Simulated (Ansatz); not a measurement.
Something may be wrong with this Ansatz 0.2.0 calculation of FeO.

File input.yaml:

```yaml
crystal:
  lattice:
    - [0.0, 2.15540016, 2.15540016]
    - [2.15540016, 0.0, 2.15540016]
    - [2.15540016, 2.15540016, 0.0]
  atoms:
    - { symbol: Fe, position: [0.0, 0.0, 0.0], spin: 3.0 }
    - { symbol: O, position: [0.5, 0.5, 0.5] }
hamiltonian:
  xc: lda
  pseudopotentials: { kind: paw }
magnetization:
  spin_polarized: true
kpoints:
  mp_grid: { grid: [6, 6, 6] }
  band_path:
    path:
      - [[0.0, 0.0, 0.0], [0.5, 0.0, 0.5], [0.5, 0.25, 0.75], [0.375, 0.375, 0.75], [0.0, 0.0, 0.0], [0.5, 0.5, 0.5], [0.625, 0.25, 0.625], [0.5, 0.25, 0.75], [0.5, 0.5, 0.5], [0.375, 0.375, 0.75]]
      - [[0.625, 0.25, 0.625], [0.5, 0.0, 0.5]]
    npoints: 14
scf:
  occupations: { method: fermi_dirac, width: 0.05 }
  n_extra_bands: 6
  max_iter: 75
output:
  forces: true
  stress: true
  eigenvalues: true
  fatbands: false
basis:
  ecutwfc: "80 eV"
```

Potentials or basis: Ansatz PAW.

The run is started by

```bash
$ ansatz run input.yaml --threads 2 --pin off --max-ram 5632MiB --backend cpu --events-out ev --progress --plain --runs-dir out
```

Output:

```text
Warning: basis.ecutwfc = 80 eV is below the records' recommended 420 eV, and the density's cutoff is lower with it unless basis.ecutrho_ratio is high enough to keep the records' density cutoff: compare with a run at a higher cutoff
Warning: RAYON_NUM_THREADS=2 ignored (pool sized by the plan → 2); use --threads N
[... 1 line left out ...]
Engine: ansatz 0.2.0, x86_64-unknown-linux-gnu
Pseudopotentials: kind: paw
Pseudopotential: Fe, paw, valence charge 16, recommended cutoff 420 eV (normal), Fe.paw.azcp
Pseudopotential: O, paw, valence charge 6, recommended cutoff 420 eV (normal), O.paw.azcp
Functional definition: SPW92
  exchange = slater_x
  correlation = pw_c
Crystal: 2 atoms, lattice volume = 20.027 Å³
Basis set: ecut = 80 eV, 27 PW (Γ)
Bands: 17, of which v1, the nominal top of the filled ones, is band 11 counted from 1 (10 counted from 0)
Symmetry: 48 space group operations
Space group: Fm-3m (ITA 225), of the structure as read, at distance tolerance 2.7e-5 Å
Magnetic group: BNS 225.116 (UNI 1618), of the structure as read, at distance tolerance 2.7e-5 Å
k-points: 16 of 216
Non-local potential: Fe, projectors of the file, l = 0: 3, l = 1: 2, l = 2: 3, l = 3: 1
[... 30 lines left out ...]
Absolute magnetization: 0.0000 μB (∫|ρ↑−ρ↓|, with the PAW one-centre terms)
Spin contamination: 0.0000 ħ² per cell (⟨S²⟩ above its minimum at these occupations)
Per-site moments (μB) at R_I (Å): [(4.960808859710118e-7, 0.889102566), (2.2068160863720335e-7, 0.889102566)]
Free energy (F): -4269.593284 eV
Harris-Foulkes:  -4269.593284 eV  (|F-HF|=3.64e-12)
Internal energy: -4269.579210 eV  (E = F + TS)
E sigma→0 (E₀):  -4269.586247 eV
Entropy (-TS):   -0.014073 eV (-7.037 meV/atom)
Fermi energy:    31.095009 eV
--- Per-component energies (eV) ---
  E_band       = -445.414887
  E_kinetic    = 645.685095
  E_local      = -980.339927  (includes V_loc(G=0)·N_el)
  E_nonlocal   = -37.129033
  E_hartree    = 181.011516
  E_xc         = -257.715312
  E_vxc        = -334.222986  (∫ρ·V_xc dr)
  E_paw        = -1235.808982  (= ΣΔE_a)
  E_vpaw       = -101.106450  (= ΣTr[D̂ρ^β])
  E_aug_tail   = -0.324606  (compensation charges beyond the density's cutoff)
  E_ewald      = -2585.456420
  E_core_change = 0.498457  (= ΣΔE_core)
  E_smearing   = -0.014073  (= −TS)
  E_closure    = -0.000000  (closes the sum)
  Σ components = -4269.593284   (vs F -4269.593284, Δ=0.00e0)
--- Forces (eV/Å), atoms counted from 1 ---
  atom   1  Fe    -0.00000000     0.00000000    -0.00000000
  atom   2  O      0.00000000    -0.00000000     0.00000000
  max |Σ_I F_I| component: 1.45e-30 eV/Å
--- Stress (GPa, compression-positive) ---
    -6283.277850       0.000000       0.000000
       -0.000000   -6283.277850       0.000000
       -0.000000      -0.000000   -6283.277850
  P = ⅓ Tr σ = -6283.2779 GPa (-62832.779 kbar)
[... 6 lines left out ...]
```

Task: How did it end, and where is the flaw?

Result: The calculation finished and met its thresholds. The input holds a flaw that was put in on purpose: a cutoff far too low (basis.ecutwfc = 80 eV). The program doesn't stop on it, so the numbers can't be trusted though the run ends normally.
